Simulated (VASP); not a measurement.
## FeSi: optical spectrum with LDA

The system is FeSi.

```
Fe Si
1.0
     4.46700    0.00000    0.00000
     0.00000    4.46700    0.00000
     0.00000    0.00000    4.46700
Fe Si
4 4
Direct
  0.14217 0.14174 0.13966
  0.37417 0.87374 0.63966
  0.64217 0.37374 0.87166
  0.87417 0.64174 0.37166
  0.85267 0.85224 0.85016
  0.66367 0.16324 0.35016
  0.35267 0.66324 0.16116
  0.09833 0.29034 0.61589
```

The cell isn't the ideal one: atom 8 moved 0.45 Å.

```
Program                : VASP 6.6.1
Task                   : optical spectrum
Functional             : LDA
Potentials or basis    : VASP PAW LDA potentials, release 64 (Fe, Si)
Cutoff                 : 520 eV
k mesh                 : 5 × 5 × 5
Occupations            : gaussian, width 0.02 eV
Spin                   : collinear spin, ferromagnetic start
Starting moments       : [3.0, 3.0, 3.0, 3.0, 0.0, 0.0, 0.0, 0.0] μB
Further INCAR settings : ALGO = Normal; EDIFF = 1e-06; NBANDS = 72
```

```
Pressure                                              : -10.0 GPa
Largest force                                         : 3.799 eV/Å
Band gap on the k mesh                                : none (metal or under the smearing width)
Net moment                                            : 0.10 μB per cell
Site moments                                          : Fe +0.01, +0.02, +0.06; Si -0.00 μB
Valence electrons inside the program's atomic spheres : Fe 7.71, 7.64, 7.59, 7.70; Si 1.65, 1.66, 1.64, 1.69
```

Forces on the atoms (eV/Å):
```
Fe   0.079 -0.092 -0.817
Fe   0.043 -0.422 -0.134
Fe  -0.448 -0.434 -0.347
Fe  -0.446  0.622 -0.406
Si  -0.554 -1.023 -0.024
Si  -0.963  0.171 -0.991
Si  -0.385  0.096  0.248
Si   2.675  1.083  2.471
```

Stress tensor (GPa, compression positive):
```
 -9.36  -0.17   1.42
 -0.17  -9.56  -0.21
  1.42  -0.21 -10.94
```

Levels at points of the mesh, in eV from the Fermi level:
Spin up:
| k point | band 20 | band 21 | band 22 | band 23 | band 24 | band 25 | band 26 | band 27 | band 28 | band 29 |
| --- | --- | --- | --- | --- | --- | --- | --- | --- | --- | --- |
| (0.00, 0.00, 0.00) | -0.48 | -0.41 | -0.25 | -0.12 | -0.02 | 0.38 | 0.47 | 0.55 | 2.39 | 2.86 |
Spin down:
```
           k point  band 21  band 22  band 23  band 24  band 25  band 26  band 27  band 28
(0.00, 0.00, 0.00)    -0.39    -0.23    -0.10     0.03     0.40     0.50     0.58     2.41
```

Dielectric function (mean over the directions given):
```csv
energy (eV),real part,imaginary part
0.29,10.56,67.14
0.88,16.11,25.03
1.56,13.67,19.95
2.24,7.60,16.83
2.92,5.78,12.59
3.61,7.60,12.69
4.29,7.31,12.05
4.97,5.49,13.95
5.65,2.90,14.92
6.33,0.87,15.38
7.02,-4.23,11.75
7.70,-4.86,8.68
8.38,-4.81,6.92
9.06,-4.40,5.26
9.74,-3.97,4.24
10.43,-3.04,3.36
11.11,-3.15,2.77
11.79,-2.77,2.25
12.47,-2.44,2.16
13.16,-2.25,1.79
13.84,-2.01,1.35
14.52,-1.65,1.10
15.20,-1.45,0.98
15.88,-1.21,0.75
16.57,-1.01,0.70
17.25,-0.85,0.61
17.93,-0.71,0.56
18.61,-0.59,0.47
19.29,-0.51,0.44
19.98,-0.36,0.40
```

It took 23 min on 1 thread of Intel(R) Xeon(R) Platinum 8559C (Emerald Rapids) (shared host), peak memory 1.1 GiB.

Caveat: spectra need much finer meshes, so this one isn't converged; independent-particle spectra lack excitons; the intraband (Drude) part of a metal's response may be missing; forces of over 1 eV/Å show positions far from the minimum, so gaps and moduli don't describe the material at rest.
